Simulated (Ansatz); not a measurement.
# Sn: which structure wins at one pressure

Aim: bring Sn in several structures (bcc, hcp, dhcp, sc, omega) to one pressure and rank them by enthalpy. The pressure is set by scaling the first phase. The runs shown use PAW.

Method: DFT, PBE, PAW with Ansatz's default frozen-core files, scalar-relativistic, in Ansatz 0.2.0.

### Step 1. The starting structure

The structure is cubic, space group Im-3m (No. 229). Conventional cell: a = 3.826 Å, b = 3.826 Å, c = 3.826 Å, α = 90.00°, β = 90.00°, γ = 90.00°. Around Sn (site symmetry m-3m) lie 8 Sn at 3.31 Å.

Structure file:

```xyz
1
Lattice="-1.9129 1.9129 1.9129 1.9129 -1.9129 1.9129 1.9129 1.9129 -1.9129" Properties=species:S:1:pos:R:3 pbc="T T T"
Sn    0.0000    0.0000    0.0000
```

### Step 2. Cell relaxed at zero pressure, PAW

The input, input.yaml:

```yaml
crystal:
  lattice:
    - [-1.9129311828, 1.9129311828, 1.9129311828]
    - [1.9129311828, -1.9129311828, 1.9129311828]
    - [1.9129311828, 1.9129311828, -1.9129311828]
  atoms:
    - { symbol: Sn, position: [0.0, 0.0, 0.0] }
kpoints:
  mp_grid: { grid: [16, 16, 16] }
scf:
  occupations: { method: fermi_dirac, width: 0.05 }
hamiltonian:
  xc: pbe
  pseudopotentials: { kind: paw }
output:
  forces: true
  stress: true
relax:
  f_tol: 0.005
  max_steps: 40
  cell: {}
```

On the command line:

```
> ansatz run input.yaml --threads 1 --pin off --max-ram 3584MiB --backend cpu --events-out ev --progress --plain --runs-dir out
```

Further steps of the session: Volume scaled by 0.683, to set the pressure, PAW; Bcc relaxed under pressure, PAW; Hcp relaxed under pressure, PAW; Dhcp relaxed under pressure, PAW; Sc relaxed under pressure, PAW; Omega relaxed under pressure, PAW.

Q: Predict the outcome of this session. Wanted: pressure; lowest.

As calculated:

| quantity | value |
| --- | --- |
| pressure | 44 GPa |
| lowest (PAW) | bcc, 1.5 meV/atom under hcp |

In words: By PAW the order is bcc < hcp < dhcp < omega < sc; the first two lie within 1.5 meV/atom, too close to call. Only these structures were tried, with electrons smeared by 0.05 eV and without vibrations, so the true ground state may be another. The k meshes differ between phases and weren't tested, which can move differences by some meV.
